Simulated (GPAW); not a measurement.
Crystal: AlRu.

```xyz
2
Lattice="2.9916 0.0000 0.0000 0.0000 2.9916 0.0000 0.0000 0.0000 2.9916" Properties=species:S:1:pos:R:3 pbc="T T T"
Ru    1.4958    1.4958    1.4958
Al    0.0000    0.0000    0.0000
```

Base run:

```yaml
Program: GPAW 26.7.0
Functional: AM05
Potentials_or_basis: PAW data sets generated in the run's folder for this functional
Cutoff: 600 eV
Basis: pw
k_mesh: 9 × 9 × 9
Occupations: fermi-dirac, width 0.05 eV
Spin: no spin polarisation
```

Its results: pressure -3.2 GPa.

**Question.** The run is repeated on the same cell with these changes: functional from AM05 to BLYP. What comes out?

**Answer.** Pressure 9.3 GPa.

BLYP binds less tightly than AM05, so the same cell stands under more pressure.
